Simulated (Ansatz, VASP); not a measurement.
Y: VASP beside Ansatz

The input INCAR:

```
SYSTEM = Y
PREC = Accurate
ENCUT = 520
EDIFF = 1E-6
ISMEAR = 0
SIGMA = 0.1
LREAL = .False.
LASPH = .True.
NELM = 100
ALGO = Fast
ISIF = 2
LWAVE = .False.
LCHARG = .True.
GGA = PE
LELF = .True.
LVHAR = .True.
NBANDS = 18
```

KPOINTS

```
Automatic mesh
0
Gamma
  15 15 8
  0 0 0
```

Contents of POSCAR:

```
Y
1.0
    3.6191834689      0.0000000000      0.0000000000
   -1.8095917344      3.1343048250      0.0000000000
    0.0000000000      0.0000000000      5.7827465100
Y
2
Direct
    0.3333333333      0.6666666667      0.2500000000
    0.6666666667      0.3333333333      0.7500000000
```

Input for Ansatz:

```yaml
crystal:
  lattice:
    - [3.6191834689, 0.0, 0.0]
    - [-1.8095917344, 3.134304825, 0.0]
    - [0.0, 0.0, 5.78274651]
  atoms:
    - { symbol: "Y", position: [0.3333333333, 0.6666666667, 0.25] }
    - { symbol: "Y", position: [0.6666666667, 0.3333333333, 0.75] }
basis:
  ecutwfc: 420
kpoints:
  mp_grid: { grid: [15, 15, 8] }
hamiltonian:
  xc: pbe
scf:
  occupations: { method: gaussian, width: 0.1 }
output:
  forces: true
  stress: true
  eigenvalues: true
```

Alike in both runs: task single point; functional PBE; k mesh 15 × 15 × 8; occupations gaussian, width 0.1 eV; no spin polarisation.

|  | VASP | Ansatz |
| --- | --- | --- |
| version | VASP 6.6.1 | Ansatz 0.2.0 |
| potentials or method | VASP PAW PBE potentials, release 64 (Y_sv) | scalar-relativistic, plane waves, PAW |
| plane-wave cutoff (eV) | 520 | 420 |
| valence electrons in the cell | 22 | 22 |

```tsv
	VASP	Ansatz	Ansatz less VASP
gap on the k mesh at the Fermi level (eV)	none	none	-
pressure (GPa)	0.0	0.1	+0.11
largest component of the traceless stress (GPa)	1.11	1.11	+0.005
```

A gap of «none» marks a metal or a gap that the smearing closes.
